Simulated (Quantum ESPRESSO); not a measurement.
# InP (F-43m) in Quantum ESPRESSO: further runs

Aim: see how the results for InP move with the level of theory and the settings. Levels: PBE, PBEsol, PBE+D2. Tasks: phonons, phonon dispersion, Wannier functions, dielectric tensor.

Everything below comes from runs of Quantum ESPRESSO 7.5. Logs are shortened: lines on timing, memory, paths and dates and some standing lists are left out, and cuts for length are marked.

**What was measured.**

From a printed reference work, textbook, for a bulk crystal of InP at 300 K: high-frequency dielectric constant 9.61.

A printed reference work, data compilation reports, for a bulk crystal of InP at 1.6 K: band gap 1.4236 eV (direct).

The results are compared with them further down.

**1. The structure**

Symmetry: F-43m, No. 216, cubic system. The conventional cell has a = 5.861 Å, b = 5.861 Å, c = 5.861 Å, α = 90.00°, β = 90.00°, γ = 90.00°. Around In (site symmetry -43m) lie 4 P at 2.54 Å. P (site symmetry -43m) is surrounded by 4 In at 2.54 Å.

**2. Phonons, PBE**

pw.in

```
&CONTROL
  calculation = 'scf'
  prefix = 'pwscf'
  outdir = './tmp'
  pseudo_dir = './pseudo'
  tprnfor = .true.
  tstress = .true.
  disk_io = 'low'
/
&SYSTEM
  ibrav = 0
  nat = 2
  ntyp = 2
  ecutwfc = 55
  ecutrho = 440
  nbnd = 15
  occupations = 'smearing'
  smearing = 'fd'
  degauss = 0.00367493
/
&ELECTRONS
  conv_thr = 4d-10
  electron_maxstep = 120
  mixing_beta = 0.5
/
ATOMIC_SPECIES
In   114.8180 In.pbe-dn-rrkjus_psl.0.2.2.UPF
P     30.9738 P.pbe-n-rrkjus_psl.1.0.0.UPF
CELL_PARAMETERS angstrom
   0.0000000000    2.9305000000    2.9305000000
   2.9305000000    0.0000000000    2.9305000000
   2.9305000000    2.9305000000    0.0000000000
ATOMIC_POSITIONS crystal
In     0.0000000000    0.0000000000    0.0000000000
P      0.7500000000    0.7500000000    0.7500000000
K_POINTS automatic
8 8 8 1 1 1
```

relax.in

```
&CONTROL
  calculation = 'vc-relax'
  prefix = 'pwscf'
  outdir = './tmp'
  pseudo_dir = './pseudo'
  tprnfor = .true.
  tstress = .true.
  disk_io = 'low'
  nstep = 40
  forc_conv_thr = 0.0001
  etot_conv_thr = 1d-06
/
&SYSTEM
  ibrav = 0
  nat = 2
  ntyp = 2
  ecutwfc = 55
  ecutrho = 440
  nbnd = 15
  occupations = 'smearing'
  smearing = 'fd'
  degauss = 0.00367493
/
&ELECTRONS
  conv_thr = 4d-10
  electron_maxstep = 120
  mixing_beta = 0.5
/
&IONS
  ion_dynamics = 'bfgs'
/
&CELL
  cell_dynamics = 'bfgs'
  press = 0
  press_conv_thr = 0.2
/
ATOMIC_SPECIES
In   114.8180 In.pbe-dn-rrkjus_psl.0.2.2.UPF
P     30.9738 P.pbe-n-rrkjus_psl.1.0.0.UPF
CELL_PARAMETERS angstrom
   0.0000000000    2.9305000000    2.9305000000
   2.9305000000    0.0000000000    2.9305000000
   2.9305000000    2.9305000000    0.0000000000
ATOMIC_POSITIONS crystal
In     0.0000000000    0.0000000000    0.0000000000
P      0.7500000000    0.7500000000    0.7500000000
K_POINTS automatic
8 8 8 1 1 1
```

scf2.in

```
&CONTROL
  calculation = 'scf'
  prefix = 'pwscf'
  outdir = './tmp'
  pseudo_dir = './pseudo'
  tprnfor = .true.
  tstress = .true.
  disk_io = 'low'
/
&SYSTEM
  ibrav = 0
  nat = 2
  ntyp = 2
  ecutwfc = 55
  ecutrho = 440
  nbnd = 15
  occupations = 'fixed'
/
&ELECTRONS
  conv_thr = 1d-13
  electron_maxstep = 120
  mixing_beta = 0.5
  startingpot = 'file'
  startingwfc = 'file'
/
ATOMIC_SPECIES
In   114.8180 In.pbe-dn-rrkjus_psl.0.2.2.UPF
P     30.9738 P.pbe-n-rrkjus_psl.1.0.0.UPF
CELL_PARAMETERS angstrom
   0.0000000000    2.9807610288    2.9807610288
   2.9807610288    0.0000000000    2.9807610288
   2.9807610288    2.9807610288    0.0000000000
ATOMIC_POSITIONS crystal
In     0.0000000000    0.0000000000    0.0000000000
P      0.7500000000    0.7500000000    0.7500000000
K_POINTS automatic
8 8 8 1 1 1
```

ph.in

```
phonons of InP
&INPUTPH
  prefix = 'pwscf'
  outdir = './tmp'
  tr2_ph = 1d-16
  fildyn = 'dyn'
  niter_ph = 60
  alpha_mix(1) = 0.7
  epsil = .true.
/
0.0000000000 0.0000000000 0.0000000000
```

dynmat.in

```
&INPUT
  fildyn = 'dyn'
  asr = 'crystal'
  lperm = .true.
  filout = 'dynmat.disp'
  fileig = 'dynmat.eig'
/
```

dynmat_lo.in

```
&INPUT
  fildyn = 'dyn'
  asr = 'crystal'
  filout = 'dynmat_lo.disp'
  fileig = 'dynmat_lo.eig'
  q(1) = 0
  q(2) = 0
  q(3) = 1
/
```

Potentials or basis: SSSP 1.3 efficiency PBE.

Run with:

```console
OMP_NUM_THREADS=1 pw.x -in pw.in > pw.out
OMP_NUM_THREADS=1 pw.x -in relax.in > relax.out
OMP_NUM_THREADS=1 pw.x -in scf2.in > scf2.out
OMP_NUM_THREADS=1 ph.x -in ph.in > ph.out
OMP_NUM_THREADS=1 dynmat.x -in dynmat.in > dynmat.out
OMP_NUM_THREADS=1 dynmat.x -in dynmat_lo.in > dynmat_lo.out
```

pw.out:

```text
This program is part of the open-source Quantum ESPRESSO suite
     for quantum simulation of materials; please cite
         "P. Giannozzi et al., J. Phys.:Condens. Matter 21 395502 (2009);
         "P. Giannozzi et al., J. Phys.:Condens. Matter 29 465901 (2017);
         "P. Giannozzi et al., J. Chem. Phys. 152 154105 (2020);
     in publications or presentations arising from this work. More details at

     file In.pbe-dn-rrkjus_psl.0.2.2.UPF: wavefunction(s)  5S renormalized
     Message from routine setup:
     using ibrav=0 with symmetry is DISCOURAGED, use correct ibrav instead

     G-vector sticks info
     --------------------
     sticks:   dense  smooth     PW     G-vecs:    dense   smooth      PW
     Sum        1867     931    283                52873    18763    3143

     Using Slab Decomposition

     bravais-lattice index     =            0
     lattice parameter (alat)  =       7.8317  a.u.
     unit-cell volume          =     339.6658 (a.u.)^3
     number of atoms/cell      =            2
     number of atomic types    =            2
     number of electrons       =        18.00
     number of Kohn-Sham states=           15
     kinetic-energy cutoff     =      55.0000  Ry
     charge density cutoff     =     440.0000  Ry
     scf convergence threshold =      4.0E-10
     mixing beta               =       0.5000
     number of iterations used =            8  plain     mixing
     Exchange-correlation= PBE
                           (   1   4   3   4   0   0   0)

     celldm(1)=   7.831692  celldm(2)=   0.000000  celldm(3)=   0.000000
     celldm(4)=   0.000000  celldm(5)=   0.000000  celldm(6)=   0.000000

     crystal axes: (cart. coord. in units of alat)
               a(1) = (   0.000000   0.707107   0.707107 )
               a(2) = (   0.707107   0.000000   0.707107 )
               a(3) = (   0.707107   0.707107   0.000000 )

     reciprocal axes: (cart. coord. in units 2 pi/alat)
               b(1) = ( -0.707107  0.707107  0.707107 )
               b(2) = (  0.707107 -0.707107  0.707107 )
               b(3) = (  0.707107  0.707107 -0.707107 )

     PseudoPot. # 1 for In read from file:
     In.pbe-dn-rrkjus_psl.0.2.2.UPF
     Pseudo is Ultrasoft + core correction, Zval = 13.0
     Generated using "atomic" code by A. Dal Corso  v.5.0.99 svn rev. 10869
     Using radial grid of 1241 points,  6 beta functions with:
                l(1) =   0
                l(2) =   0
                l(3) =   1
                l(4) =   1
                l(5) =   2
                l(6) =   2
     Q(r) pseudized with 0 coefficients

     PseudoPot. # 2 for P  read from file:
     P.pbe-n-rrkjus_psl.1.0.0.UPF
     Pseudo is Ultrasoft + core correction, Zval =  5.0
     Generated using "atomic" code by A. Dal Corso  v.5.1
     Using radial grid of 1147 points,  6 beta functions with:
                l(1) =   0
                l(2) =   0
                l(3) =   1
                l(4) =   1
                l(5) =   2
                l(6) =   2
     Q(r) pseudized with 0 coefficients

     atomic species   valence    mass     pseudopotential
     In               13.00   114.81800     In( 1.00)
     P                 5.00    30.97380     P ( 1.00)

     24 Sym. Ops. (no inversion) found

   Cartesian axes

     site n.     atom                  positions (alat units)
         1        In     tau(   1) = (   0.0000000   0.0000000   0.0000000  )
         2        P      tau(   2) = (   1.0606602   1.0606602   1.0606602  )

     number of k points=    60  Fermi-Dirac smearing, width (Ry)=  0.0037
                       cart. coord. in units 2pi/alat
        k(    1) = (   0.0441942   0.0441942   0.0441942), wk =   0.0078125
        k(    2) = (   0.1325825   0.1325825  -0.0441942), wk =   0.0234375
        k(    3) = (   0.2209709   0.2209709  -0.1325825), wk =   0.0234375
        k(    4) = (   0.3093592   0.3093592  -0.2209709), wk =   0.0234375
        k(    5) = (  -0.3093592  -0.3093592   0.3977476), wk =   0.0234375
        k(    6) = (  -0.2209709  -0.2209709   0.3093592), wk =   0.0234375
[... 52 lines left out ...]
        k(   59) = (   0.3093592   0.3093592   0.3093592), wk =   0.0078125
        k(   60) = (  -0.3093592  -0.3093592   0.9280777), wk =   0.0234375

     Dense  grid:    52873 G-vectors     FFT dimensions: (  54,  54,  54)

     Smooth grid:    18763 G-vectors     FFT dimensions: (  40,  40,  40)

     Initial potential from superposition of free atoms

     starting charge      17.9961, renormalised to      18.0000
     Starting wfcs are   13 randomized atomic wfcs +    2 random wfcs

     Self-consistent Calculation

     iteration #  1     ecut=    55.00 Ry     beta= 0.50
     Davidson diagonalization with overlap
     ethr =  1.00E-02,  avg # of iterations =  4.9

     Threshold (ethr) on eigenvalues was too large:
     Diagonalizing with lowered threshold

     Davidson diagonalization with overlap
     ethr =  6.06E-04,  avg # of iterations =  2.5

     total energy              =    -158.89240490 Ry
     estimated scf accuracy    <       0.10852085 Ry
[... 78 lines left out ...]
     iteration # 13     ecut=    55.00 Ry     beta= 0.50
     Davidson diagonalization with overlap
     ethr =  6.71E-11,  avg # of iterations =  2.0

     End of self-consistent calculation

          k = 0.0442 0.0442 0.0442 (  2346 PWs)   bands (ev):

    -7.3424  -7.3355  -7.3355  -7.1861  -7.1861  -4.5957   6.2655   6.8266
     6.8266   8.0675  10.9787  11.0438  11.0438  15.7154  16.0565
[... 128 lines left out ...]
    -7.5175  -7.2396  -7.2353  -7.2320  -7.1525  -2.3054   1.1935   4.4459
     4.5969   8.7561   9.3007  15.6533  16.0464  16.5024  17.7703

          k =-0.5745 0.1326-0.0442 (  2343 PWs)   bands (ev):

    -7.4993  -7.2554  -7.2465  -7.2228  -7.1580  -2.5601   1.5730   4.3145
     4.6959   9.2326   9.9417  13.9149  15.2149  16.1531  18.0559

          k =-0.4861 0.2210-0.1326 (  2343 PWs)   bands (ev):

    -7.4698  -7.2829  -7.2688  -7.2023  -7.1665  -2.8180   1.7088   4.3760
     5.2126   9.6959  11.1890  12.5233  13.5854  16.0784  18.0011

          k =-0.4861 0.0442 0.0442 (  2350 PWs)   bands (ev):

    -7.4846  -7.2596  -7.2582  -7.2226  -7.1594  -3.0465   2.2642   4.8381
     4.9505   9.0163   9.7720  14.0279  14.4937  15.2565  17.3551

          k =-0.3977 0.1326-0.0442 (  2340 PWs)   bands (ev):

    -7.4523  -7.2843  -7.2787  -7.2083  -7.1667  -3.4163   2.7923   4.9498
     5.4253   9.6993  10.3028  12.5342  13.5157  14.9441  17.1905

          k =-0.3094 0.0442 0.0442 (  2333 PWs)   bands (ev):
[... 141 lines left out ...]
    -7.4588  -7.2946  -7.2890  -7.1789  -7.1742  -2.8191   1.2468   4.9904
     5.7371   9.2100  11.3616  12.1106  14.1032  16.4098  16.8808

     the Fermi energy is     7.4694 ev

!    total energy              =    -158.91996037 Ry
     estimated scf accuracy    <          1.3E-11 Ry
     smearing contrib. (-TS)   =      -0.00000001 Ry
     internal energy E=F+TS    =    -158.91996036 Ry

     The total energy is F=E-TS. E is the sum of the following terms:
     one-electron contribution =     -60.38880912 Ry
     hartree contribution      =      43.24130897 Ry
     xc contribution           =     -52.05205602 Ry
     ewald contribution        =     -89.72040420 Ry

     convergence has been achieved in  13 iterations

     Forces acting on atoms (cartesian axes, Ry/au):

     atom    1 type  1   force =     0.00000000    0.00000000   -0.00000000
     atom    2 type  2   force =     0.00000000   -0.00000000   -0.00000000

     Total force =     0.000000     Total SCF correction =     0.000000

     Computing stress (Cartesian axis) and pressure

          total   stress  (Ry/bohr**3)                   (kbar)     P=       33.96
   0.00023083  -0.00000000  -0.00000000           33.96       -0.00       -0.00
  -0.00000000   0.00023083  -0.00000000           -0.00       33.96       -0.00
  -0.00000000  -0.00000000   0.00023083           -0.00       -0.00       33.96

=------------------------------------------------------------------------------=
   JOB DONE.
=------------------------------------------------------------------------------=
```

It took 18 min on 1 thread of Arm Neoverse V2, shared host; peak memory 0.26 GiB.

What came out:

```yaml
Free_energy: -2162.2434 eV
Relaxed_volume: 26.48 Å³/atom
Relaxed_cell: a = 4.215 Å, b = 4.215 Å, c = 4.215 Å, α = 60.00°, β = 60.00°, γ = 60.00°
Space_group_after_relaxing_to_0.05_Å: F-43m (No. 216)
Pressure_after_relaxing: 0.0 GPa
Electronic_dielectric_tensor_diagonal: 11.71
Born_charges_mean_of_the_diagonal: In +2.61; P -2.61 e
Highest_phonon_frequency_at_Γ_LO-TO_splitting_left_out: 285 cm⁻¹
Static_dielectric_tensor_diagonal: 14.91
```

Step by step:
```csv
step,energy change (eV),largest force (eV/Å),pressure (GPa),volume (Å³)
1,0.0000,0.0000,3.40,50.33
2,-0.0151,0.0000,2.16,51.21
3,-0.0244,0.0000,0.91,52.19
4,-0.0266,0.0000,0.05,52.92
5,-0.0266,0.0000,0.00,52.97
```

Final structure:
```
In P
1.0
     0.00000    2.98076    2.98076
     2.98076    0.00000    2.98076
     2.98076    2.98076    0.00000
In P
1 1
Direct
  0.00000 0.00000 0.00000
  0.75000 0.75000 0.75000
```

Phonon frequencies in cm⁻¹ (negative: imaginary):
```
              q point           frequencies
(0.000, 0.000, 0.000)  -2 -2 -2 285 285 285
```

Electronic dielectric tensor:
```
11.71  0.00  0.00
 0.00 11.71  0.00
 0.00  0.00 11.71
```

Born effective charge tensors (e):
atom 1, In
```
2.61 0.00 0.00
0.00 2.61 0.00
0.00 0.00 2.61
```
atom 2, P
```
-2.61  0.00  0.00
 0.00 -2.61  0.00
 0.00  0.00 -2.61
```

Optical modes at Γ, degenerate ones joined, polar ones without the macroscopic field:
```
cm⁻¹  components  symmetry     active in  IR intensity, summed ((D/Å)²/amu)
 285           3        T2  IR and Raman                              19.36
```

Zone-centre frequencies without and with the macroscopic field along z (cm⁻¹):
```tsv
	optical modes in rising order
without	285 285 285
with the field	285 285 321
```

Static dielectric tensor, electrons and zone-centre modes:
```
14.91  0.00  0.00
 0.00 14.91  0.00
 0.00  0.00 14.91
```

Caveat: the shifted mesh misses Γ, where the gap is smaller or closed, so treating the crystal as an insulator may be wrong and the dielectric response too small.

(Part 1 of 4 ends here.)
